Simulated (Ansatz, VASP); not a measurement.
One calculation of Al2Ru, two programs

The input INCAR:

```
PREC = Accurate
ENCUT = 520
EDIFF = 1E-6
ISMEAR = 0
SIGMA = 0.4
LREAL = False
LASPH = True
NELM = 80
ALGO = Normal
ISIF = 2
LWAVE = False
LCHARG = True
GGA = PS
LELF = True
LVHAR = True
NBANDS = 17
```

The input KPOINTS:

```
regular mesh
0
Gamma
  9 9 9
```

Contents of POSCAR:

```
Al2Ru
1.0
   -1.5604216200      1.5604216200      4.2218055900
    1.5604216200     -1.5604216200      4.2218055900
    1.5604216200      1.5604216200     -4.2218055900
Al Ru
2 1
Direct
    0.6592021900      0.6592021900      0.0000000000
    0.3407978100      0.3407978100      0.0000000000
    0.0000000000      0.0000000000      0.0000000000
```

Input for Ansatz:

```yaml
crystal:
  lattice:
    - [-1.56042162, 1.56042162, 4.22180559]
    - [1.56042162, -1.56042162, 4.22180559]
    - [1.56042162, 1.56042162, -4.22180559]
  atoms:
    - { symbol: Al, position: [0.65920219, 0.65920219, 0.0] }
    - { symbol: Al, position: [0.34079781, 0.34079781, 0.0] }
    - { symbol: Ru, position: [0.0, 0.0, 0.0] }
basis:
  ecutwfc: 420
kpoints:
  mp_grid: { grid: [9, 9, 9] }
hamiltonian:
  xc: pbesol
scf:
  occupations: { method: gaussian, width: 0.4 }
output:
  forces: true
  stress: true
  eigenvalues: true
```

Alike in both runs: task single point; functional PBEsol; k mesh 9 × 9 × 9; occupations gaussian, width 0.4 eV; no spin polarisation.

|  | VASP | Ansatz |
| --- | --- | --- |
| version | VASP 6.6.1 | Ansatz 0.2.0 |
| potentials or method | VASP PAW PBE potentials, release 64 (Al, Ru_pv) | scalar-relativistic, plane waves, PAW |
| plane-wave cutoff (eV) | 520 | 420 |
| valence electrons in the cell | 20 | 22 |

```csv
,VASP,Ansatz,Ansatz less VASP
gap on the k mesh at the Fermi level (eV),none,none,-
pressure (GPa),-0.2,-0.3,-0.09
largest component of the traceless stress (GPa),0.89,0.90,+0.008
rms of the force components (eV/Å),0.044,0.045,+0.0004
```

Atom by atom the forces differ by 0.000 eV/Å (rms over components). A gap of «none» marks a metal or a gap that the smearing closes. The functional is the same, so the differences come from potentials, cutoffs and numerics. The two sets of potentials don't hold the same shells in valence.

Caveats: the PAW data sets were made with another functional, which shifts forces and pressure a little (VASP).
